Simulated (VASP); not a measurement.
Write the native input for VASP 6.6.1 that does the following.

- Task: density of states
- Functional: PBE
- Potentials or basis: VASP PAW PBE potentials, release 64 (H, Mo_sv)
- Cutoff: 520 eV
- k mesh: 12 × 12 × 4
- Occupations: gaussian, width 0.1 eV
- Spin: no spin polarisation
- k mesh for the DOS: 18 × 18 × 6
- Occupations for the DOS: tetrahedron
- Further INCAR settings: ALGO = Fast; EDIFF = 1e-06

Crystal: MoH6.

```
CELL_PARAMETERS angstrom
2.78023 0.00000 0.00000
-1.39011 2.40775 0.00000
0.00000 0.00000 11.11392
ATOMIC_POSITIONS crystal
H 0.66667 0.33333 0.90096
H 0.33333 0.66667 0.09904
H 0.33333 0.66667 0.34268
H 0.33333 0.66667 0.40988
H 0.66667 0.33333 0.65732
H 0.66667 0.33333 0.59012
Mo 0.00000 0.00000 0.00000
```

The cell was built by a generator and needn't be a form met in nature.

These files were run (other wordings do the same):

POSCAR

```
MoH6                                    
1.0
    2.7802268430      0.0000000000     -0.0000000000
   -1.3901134215      2.4077470750      0.0000000000
   -0.0000000000      0.0000000000     11.1139221435
  H               Mo            
     6     1
Direct
     0.6666666699999979    0.3333333300000021    0.9009574840120987
     0.3333333300000021    0.6666666699999979    0.0990425159879014
     0.3333333300000021    0.6666666699999979    0.3426799523881167
     0.3333333300000021    0.6666666699999979    0.4098768940614524
     0.6666666699999979    0.3333333300000021    0.6573200476118835
     0.6666666699999979    0.3333333300000021    0.5901231059385550
     1.0000000000000000    0.0000000000000000    0.0000000000000000
```

INCAR.step1

```
  PREC = Accurate
  ENCUT = 520
  EDIFF = 1E-6
  ISMEAR = 0
  SIGMA = 0.1
  LREAL = False
  LASPH = True
  NELM = 80
  ALGO = Fast
  ISIF = 2
  LWAVE = False
  LCHARG = True
  LMAXMIX = 4
  GGA = PE
  KPAR = 8
```

KPOINTS.step1

```
regular mesh
0
Gamma
  12 12 4
```

INCAR.step2

```
  PREC = Accurate
  ENCUT = 520
  EDIFF = 1E-6
  ISMEAR = -5
  SIGMA = 0.1
  LREAL = False
  LASPH = True
  NELM = 80
  ALGO = Fast
  ISIF = 2
  LWAVE = False
  LCHARG = False
  LMAXMIX = 4
  GGA = PE
  LORBIT = 11
  KPAR = 8
  NEDOS = 1001
  ICHARG = 11
```

KPOINTS.step2

```
regular mesh
0
Gamma
  18 18 6
```

Potentials or basis: VASP PAW PBE potentials, release 64 (H, Mo_sv).

Command:

```console
$ cat potpaw_PBE.64/H/POTCAR potpaw_PBE.64/Mo_sv/POTCAR > POTCAR
$ cp INCAR.step1 INCAR
$ cp KPOINTS.step1 KPOINTS
$ mpirun -np 8 vasp_std > vasp.out
$ cp INCAR.step2 INCAR
$ cp KPOINTS.step2 KPOINTS
$ mpirun -np 8 vasp_std > vasp.out
```

It gave:

The valence electrons inside the program's atomic spheres are H 0.56, 0.64; Mo 12.41.

Run time: 45 s on 8 MPI ranks on Intel(R) Xeon(R) Platinum 8488C (Sapphire Rapids) (shared host), peak memory 0.35 GiB a rank.
